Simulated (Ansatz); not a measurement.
# TaN (P6/mmm), axial (c/a) deformation path

Method: Ansatz 0.2.0, DFT PBEsol, scalar-relativistic, plane waves, PAW. The runs took a 420 eV cutoff, a Γ-centred 12×12×18 mesh and Gaussian smearing (0.15 eV). Spin–orbit coupling is left out, which can shift energies with elements as heavy as these. No spin polarisation. Energies are free energies at this smearing, counted from the undisturbed cell; pressure is positive in compression.

The starting cell (relaxed at this level; this form isn't the usual structure):

```yaml
crystal:
  lattice:
    - [5.20509, 0.00000, 0.00000]
    - [-2.60254, 4.50774, 0.00000]
    - [0.00000, 0.00000, 2.90359]
  atoms:
    - { symbol: Ta, position: [0.00000, 0.00000, 0.00000] }
    - { symbol: Ta, position: [0.33333, 0.66667, 0.50000] }
    - { symbol: Ta, position: [0.66667, 0.33333, 0.50000] }
    - { symbol: N, position: [0.50000, 0.00000, 0.00000] }
    - { symbol: N, position: [0.50000, 0.50000, 0.00000] }
    - { symbol: N, position: [0.00000, 0.50000, 0.00000] }
```

At fixed volume and fractional coordinates, lengths along (0.000, 0.000, 1.000) are scaled against those across it; ρ is that ratio over its starting value. The cell is metallic on the mesh throughout.

```csv
ρ,ΔE (meV/atom),pressure (GPa)
0.800,614.3,28.5
0.850,324.3,19.0
0.920,82.2,8.4
0.960,19.4,3.7
1.000,0.0,0.0
1.050,22.4,-3.6
1.100,80.4,-6.3
1.200,259.9,-9.6
1.300,489.6,-10.0
```

Cost: 9 runs of about 3.1 core-minutes in all, on Arm Neoverse V2 (shared hosts).